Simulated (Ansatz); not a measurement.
# Relaxation path: AlRu (rocksalt type)

DFT, PBE, PAW with Ansatz's default frozen-core files, scalar-relativistic (Ansatz 0.2.0); a Γ-centred 14×14×14 k mesh, Fermi–Dirac smearing of 0.05 eV, no spin polarisation. The run relaxes cell and atoms at a target pressure of 0 GPa.

Command: `ansatz run input.yaml --threads 1 --pin off --max-ram 3584MiB --backend cpu --events-out ev --progress --plain --runs-dir out` It took 4.6 s on 1 thread of Intel(R) Xeon(R) 6975P-C (Granite Rapids) (shared host), peak memory 0.39 GiB.

```yaml
crystal:
  lattice:
    - [0.0, 2.5359338295, 2.5359338295]
    - [2.5359338295, 0.0, 2.5359338295]
    - [2.5359338295, 2.5359338295, 0.0]
  atoms:
    - { symbol: Ru, position: [0.0, 0.0, 0.0] }
    - { symbol: Al, position: [0.5, 0.5, 0.5] }
kpoints:
  mp_grid: { grid: [14, 14, 14] }
scf:
  occupations: { method: fermi_dirac, width: 0.05 }
hamiltonian:
  xc: pbe
  pseudopotentials: { kind: paw }
output:
  forces: true
  stress: true
relax:
  f_tol: 0.005
  max_steps: 40
  cell: {}
```

Each step lists its free energy a cell above the last geometry, the pressure, the cell vectors (Å), and Cartesian positions (Å) with forces (eV/Å).

The first step:

```
step 1  dF = 38.48 meV  P = -6.84 GPa
  cell 0.0000 2.5359 2.5359  2.5359 0.0000 2.5359  2.5359 2.5359 0.0000
  Ru 0.0000 0.0000 0.0000   0.0000 0.0000 0.0000
  Al 2.5359 2.5359 2.5359   0.0000 0.0000 0.0000
```

**Question.** Where does the relaxation end, and by which steps?

**Answer.** After 3 geometries, with conventional a, b, c = 4.983, 4.983, 4.983 Å, at 15.465 Å³/atom (-5.17 % against the start) in space group Fm-3m, with a shortest distance of 2.491 Å. The further steps:
```
step 2  dF = 0.11 meV  P = 0.47 GPa
  cell 0.0000 2.4885 2.4885  2.4885 0.0000 2.4885  2.4885 2.4885 0.0000
  Ru 0.0000 0.0000 0.0000   0.0000 0.0000 0.0000
  Al 2.4885 2.4885 2.4885   0.0000 0.0000 0.0000
step 3  dF = 0.00 meV  P = -0.04 GPa
  cell 0.0000 2.4914 2.4914  2.4914 0.0000 2.4914  2.4914 2.4914 0.0000
  Ru 0.0000 0.0000 0.0000   0.0000 0.0000 0.0000
  Al 2.4914 2.4914 2.4914   0.0000 0.0000 0.0000
step 4  dF = 0.55 meV  P = -0.04 GPa  (same geometry on a basis chosen anew; earlier energies don't compare to the last digit)
  cell 0.0000 2.4914 2.4914  2.4914 0.0000 2.4914  2.4914 2.4914 0.0000
  Ru 0.0000 0.0000 0.0000   0.0000 0.0000 0.0000
  Al 2.4914 2.4914 2.4914   0.0000 0.0000 0.0000
```
